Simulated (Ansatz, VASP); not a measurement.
## One calculation of V, two programs

```xyz
2
Lattice="2.6043 0.0000 0.0000 -1.3021 2.2554 0.0000 0.0000 0.0000 4.7233" Properties=species:S:1:pos:R:3 pbc="T T T"
V     1.3021    0.7518    3.5425
V     0.0000    1.5036    1.1808
```

This isn't the form of V at room conditions, which is bcc.

Alike in both runs: task single point; functional PBEsol; k mesh 21 × 21 × 10; occupations gaussian, width 0.15 eV; no spin polarisation.

|  | VASP | Ansatz |
| --- | --- | --- |
| version | VASP 6.6.1 | Ansatz 0.2.0 |
| potentials or method | VASP PAW PBE potentials, release 64 (V_sv) | scalar-relativistic, plane waves, PAW |
| plane-wave cutoff (eV) | 520 | 420 |
| valence electrons in the cell | 26 | 26 |

Ansatz gave:

| Quantity | Value |
| --- | --- |
| gap on the k mesh at the Fermi level (eV) | none |
| pressure (GPa) | -7.0 |
| largest component of the traceless stress (GPa) | 0.65 |

Task: What did VASP give for the same quantities?

Result: gap on the k mesh at the Fermi level (eV): none; pressure (GPa): -6.8; largest component of the traceless stress (GPa): 0.63.

A gap of «none» marks a metal or a gap that the smearing closes. With one functional, cell and mesh, what is left measures potentials, basis and numerics.

Caveats: the PAW data sets were made with another functional, which shifts forces and pressure a little (VASP).
